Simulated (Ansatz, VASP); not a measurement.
**NbAs in VASP and in Ansatz**

```xyz
4
Lattice="-1.7364 1.7364 5.8772 1.7364 -1.7364 5.8772 1.7364 1.7364 -5.8772" Properties=species:S:1:pos:R:3 pbc="T T T"
Nb    0.0000    0.0000   -0.0128
Nb    0.0000    1.7364    2.9258
As    0.0000    0.0000    4.9026
As    1.7364    0.0000    1.9640
```

Alike in both runs: functional PBE; k mesh 14 × 14 × 14; occupations gaussian, width 0.05 eV; no spin polarisation.

Ansatz relaxed the structure, and its values are those at the end. VASP's run is a single point on that final structure, the one shown.

```csv
,VASP,Ansatz
version,VASP 6.6.1,Ansatz 0.2.0
potentials or method,"VASP PAW PBE potentials, release 64 (Nb_sv, As)","scalar-relativistic, plane waves, PAW"
plane-wave cutoff (eV),520,420
valence electrons in the cell,36,56
```

|  | VASP | Ansatz | Ansatz less VASP |
| --- | --- | --- | --- |
| pressure (GPa) | 0.0 | 0.0 | +0.01 |

The two sets of potentials don't hold the same shells in valence.
